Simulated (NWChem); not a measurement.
**C4H6 (methylenecyclopropane) at 6 levels**

Wanted: a comparison of 6 runs (HF/STO-3G, HF/def2-SVP, B3LYP/6-31G*, PBE0/def2-SVP, MP2/def2-SVP, CCSD(T)/def2-SVP) of C4H6 (methylenecyclopropane). 

Program for the calculation: NWChem 7.3.0.

1 further run of the same task is left out (set aside as unsound or not needed).

### 1 The system as given

The species is C4H6 (10 atoms), meant as a singlet with charge 0. SMILES: `C=C1CC1`. Geometry: relaxed at PBE0-D4/def2-TZVP.

Bond lengths: C1–C2 1.314 Å, C2–C3 1.458 Å, C2–C4 1.458 Å, C3–C4 1.528 Å, C1–H5 1.085 Å, C1–H6 1.085 Å, C3–H7 1.085 Å, C3–H8 1.085 Å, C4–H9 1.085 Å, C4–H10 1.085 Å. Some angles: C1–C2–C3 148.4°, C1–C2–C4 148.4°, C3–C2–C4 63.2°, C2–C3–C4 58.4°, C2–C4–C3 58.4°, C2–C1–H5 121.2°, C2–C1–H6 121.2°, C2–C3–H7 118.7°, C2–C3–H8 118.7°, C4–C3–H7 117.7°.

### 2 Energy and gradient at HF/STO-3G (run 1)

The input, work.nw:

```
start work
title "C4H6"
memory total 2200 mb
charge 0
geometry noautosym nocenter noautoz
 C    -1.246550    0.749310   -0.827290
 C    -0.267200    0.160900   -0.177320
 C     0.559730   -1.024530    0.014480
 C     0.756050    0.233700    0.858730
 H    -1.784520    0.237140   -1.617880
 H    -1.546990    1.765000   -0.593050
 H     0.122140   -1.892780    0.496620
 H     1.316520   -1.257730   -0.727620
 H     1.642590    0.831980    0.674530
 H     0.448240    0.197000    1.898790
end
basis spherical bse
 * library STO-3G
end
scf
 thresh 1e-08
 maxiter 80
 noprint "final vectors analysis"
end
task scf gradient
```

Started as:

```bash
$ nwchem work.nw > work.out
```

Standard output:

```text
[...]
  functions       =    26
[...]
  wavefunction    = RHF
[...]
         Total SCF energy =   -153.010142110991
      One-electron energy =   -423.752547725561
      Two-electron energy =    160.901069632217
 Nuclear repulsion energy =    109.841335982354
        Time for solution =      0.8s
[...]
                         RHF ENERGY GRADIENTS
    atom               coordinates                        gradient
                 x          y          z           x          y          z
   1 C      -2.355638   1.415991  -1.563351   -0.020063   0.012048  -0.013332
   2 C      -0.504935   0.304057  -0.335086    0.037970  -0.022769   0.025214
   3 C       1.057736  -1.936081   0.027363   -0.009227   0.006522  -0.005597
   4 C       1.428727   0.441629   1.622764   -0.009509   0.004699  -0.006835
   5 H      -3.372254   0.448130  -3.057350    0.000066  -0.002980  -0.001488
   6 H      -2.923387   3.335366  -1.120702    0.000885   0.002396   0.002127
   7 H       0.230811  -3.576836   0.938476   -0.001876  -0.000908   0.001919
   8 H       2.487862  -2.376765  -1.375002    0.001833   0.001060  -0.001894
   9 H       3.104045   1.572214   1.274677    0.001818   0.000949  -0.001959
  10 H       0.847051   0.372276   3.588193   -0.001896  -0.001015   0.001844
[...]
```

Run time: 1.4 s. Hardware: 1 thread of Intel Xeon 6975P-C (Granite Rapids), shared host; peak memory 0.097 GiB.

### 3 Energy and forces at HF/def2-SVP (run 2)

The input, work.nw:

```
start work
memory total 2200 mb

geometry noautosym nocenter noautoz
  C    -1.246550    0.749310   -0.827290
  C    -0.267200    0.160900   -0.177320
  C     0.559730   -1.024530    0.014480
  C     0.756050    0.233700    0.858730
  H    -1.784520    0.237140   -1.617880
  H    -1.546990    1.765000   -0.593050
  H     0.122140   -1.892780    0.496620
  H     1.316520   -1.257730   -0.727620
  H     1.642590    0.831980    0.674530
  H     0.448240    0.197000    1.898790
end

basis spherical bse
  * library def2-SVP
end

scf
  thresh 1e-08
  maxiter 80
  print medium
end

task scf gradient
```

Started as:

```bash
$ nwchem work.nw > work.out
```

Standard output:

```text
[...]
  functions       =    86
[...]
  wavefunction    = RHF
[...]
         Total SCF energy =   -154.777849887929
      One-electron energy =   -424.737290716561
      Two-electron energy =    160.118104846278
 Nuclear repulsion energy =    109.841335982354
        Time for solution =      5.4s
[...]
                         RHF ENERGY GRADIENTS
    atom               coordinates                        gradient
                 x          y          z           x          y          z
   1 C      -2.355638   1.415991  -1.563351   -0.001753   0.001048  -0.001178
   2 C      -0.504935   0.304057  -0.335086    0.005348  -0.003170   0.003562
   3 C       1.057736  -1.936081   0.027363   -0.001696   0.000490  -0.001383
   4 C       1.428727   0.441629   1.622764   -0.001545   0.001421  -0.000767
   5 H      -3.372254   0.448130  -3.057350   -0.000429  -0.000608  -0.000738
   6 H      -2.923387   3.335366  -1.120702   -0.000198   0.000972   0.000329
   7 H       0.230811  -3.576836   0.938476   -0.000068  -0.000027   0.000261
   8 H       2.487862  -2.376765  -1.375002    0.000232   0.000130  -0.000056
   9 H       3.104045   1.572214   1.274677    0.000207  -0.000051  -0.000171
  10 H       0.847051   0.372276   3.588193   -0.000099  -0.000206   0.000140
[...]
```

Wall time 7.2 s (1 thread of Intel Xeon 6975P-C (Granite Rapids), shared host); peak memory 0.1 GiB.

### 4 Energy and gradient at B3LYP/6-31G(d) (spherical functions) (run 3)

The input, c4h6.nw:

```
START c4h6
TITLE "C4H6"
memory 2200 mb
GEOMETRY noautosym nocenter noautoz
 C     -1.246550     0.749310    -0.827290
 C     -0.267200     0.160900    -0.177320
 C      0.559730    -1.024530     0.014480
 C      0.756050     0.233700     0.858730
 H     -1.784520     0.237140    -1.617880
 H     -1.546990     1.765000    -0.593050
 H      0.122140    -1.892780     0.496620
 H      1.316520    -1.257730    -0.727620
 H      1.642590     0.831980     0.674530
 H      0.448240     0.197000     1.898790
END
BASIS spherical bse
 * library 6-31G*
END
DFT
 xc b3lyp
 grid xfine
 convergence energy 1e-08
 maxiter 100
 mulliken
END
TASK dft gradient
```

Started as:

```bash
$ nwchem c4h6.nw > c4h6.out
```

Standard output:

```text
[...]
          Wavefunction type:  closed shell.
          No. of atoms     :    10
          No. of electrons :    30
[...]
          Charge           :     0
          Spin multiplicity:     1
[...]
          AO basis - number of functions:    68
[...]
              XC Information
              --------------
                         B3LYP Method XC Potential
                     Hartree-Fock (Exact) Exchange  0.200
                        Slater Exchange Functional  0.800 local
                    Becke 1988 Exchange Functional  0.720 non-local
              Lee-Yang-Parr Correlation Functional  0.810
                  VWN I RPA Correlation Functional  0.190 local
[...]
 d= 0,ls=0.0,diis     1   -155.9193829402 -2.66D+02  9.49D-03  3.07D-01     2.5
[...]
 d= 0,ls=0.0,diis     8   -155.9592075909  4.11D-09  4.93D-06  1.64D-07    17.5
         Total DFT energy =     -155.959207590912
      One electron energy =     -425.626362719566
           Coulomb energy =      183.792706834411
    Exchange-Corr. energy =      -23.966887688111
 Nuclear repulsion energy =      109.841335982354
[...]
  wavefunction    = closed shell
                         DFT ENERGY GRADIENTS
    atom               coordinates                        gradient
                 x          y          z           x          y          z
   1 C      -2.355638   1.415991  -1.563351    0.005335  -0.003209   0.003529
   2 C      -0.504935   0.304057  -0.335086    0.001335  -0.000772   0.000895
   3 C       1.057736  -1.936081   0.027363   -0.002102   0.006377   0.001273
   4 C       1.428727   0.441629   1.622764   -0.003559  -0.003003  -0.005027
   5 H      -3.372254   0.448130  -3.057350    0.001717   0.000111   0.001728
   6 H      -2.923387   3.335366  -1.120702    0.001379  -0.001981   0.000332
   7 H       0.230811  -3.576836   0.938476    0.000373   0.002928  -0.000697
   8 H       2.487862  -2.376765  -1.375002   -0.001893   0.001721   0.001617
   9 H       3.104045   1.572214   1.274677   -0.002423  -0.001690  -0.000666
  10 H       0.847051   0.372276   3.588193   -0.000162  -0.000482  -0.002985
[...]
```

It took 22 s on 1 thread of Intel Xeon 6975P-C (Granite Rapids), shared host; peak memory 0.14 GiB.

Runs 4 to 5 aren't shown in full; the table further down has their settings and results.

### 5 A single-point energy at CCSD(T)/def2-SVP (run 6)

The input, work.xyz:

```xyz
10

C     -1.246550     0.749310    -0.827290
C     -0.267200     0.160900    -0.177320
C      0.559730    -1.024530     0.014480
C      0.756050     0.233700     0.858730
H     -1.784520     0.237140    -1.617880
H     -1.546990     1.765000    -0.593050
H      0.122140    -1.892780     0.496620
H      1.316520    -1.257730    -0.727620
H      1.642590     0.831980     0.674530
H      0.448240     0.197000     1.898790
```

The input, work.nw:

```
START work
memory total 2200 mb

GEOMETRY units angstroms noautosym nocenter noautoz
  load format xyz work.xyz
END

BASIS spherical bse
  C library def2-SVP
  H library def2-SVP
END

SCF
  thresh 1e-08
  maxiter 80
  print low
END

CCSD
  freeze core 4
  maxiter 60
END

TASK ccsd(t)
```

Started as:

```bash
$ nwchem work.nw > work.out
```

Standard output:

```text
[...]
  functions       =    86
[...]
  wavefunction    = RHF
[...]
         Total SCF energy =   -154.777849887968
      One-electron energy =   -424.737290716618
      Two-electron energy =    160.118104846296
 Nuclear repulsion energy =    109.841335982354
        Time for solution =      5.4s
[...]
 Total MP2 energy:           -155.317545814032712
[...]
             energy      energy      error      ampl     ampl      Block
                                                time     time      time
[...]
 Total CCSD energy:           -155.360442563102225
[...]
 Total CCSD+T(CCSD) energy:           -155.381663678178313
[...]
 Total CCSD(T) energy:                -155.381154328100536
[...]
```

It took 69 s on 1 thread of Intel Xeon 6975P-C (Granite Rapids), shared host; peak memory 0.24 GiB.

### 6 The series

```
run                               level  iteration cap   module  energy (Eh)  dipole moment (D)  largest force (eV/Å)  wall time
  1                           HF/STO-3G             80      scf  -153.010142               0.20                 2.620      1.4 s
  2                         HF/def2-SVP             80      scf  -154.777850               0.37                 0.368      7.2 s
  3  B3LYP/6-31G* (spherical functions)            100      dft  -155.959208               0.41                 0.368       22 s
  4                       PBE0/def2-SVP            100      dft  -155.659157               0.39                 0.374       26 s
  5                        MP2/def2-SVP             80      mp2  -155.317546               0.28                 0.825       15 s
  6                    CCSD(T)/def2-SVP             80  ccsd(t)  -155.381154                  –                     –       69 s
```

### 7 What came out

| quantity | value |
| --- | --- |
| run 6: total energy | -155.38115 Eh |
| run 6: correlation energy (4 core orbitals frozen) | -603.3 mEh |
| run 6: (T) correction | -20.71 mEh |

Below the HF energy at the same shape and in the same basis (def2-SVP): MP2 -539.7 mEh; CCSD(T) -603.3 mEh. Over runs 1, 2, 3, 4, 5 the dipole moment (its size) runs from 0.20 D (HF/STO-3G) to 0.41 D (B3LYP/6-31G*). The two ends differ in method and basis. Over runs 2, 3, 4 the HOMO–LUMO gap runs from 7.33 eV (B3LYP/6-31G*) to 14.14 eV (HF/def2-SVP). Totals of different functionals can't be ranked against each other. In run 1 the basis is minimal, so the values are rough. All runs together took 2.3 min, the longest 69 s.
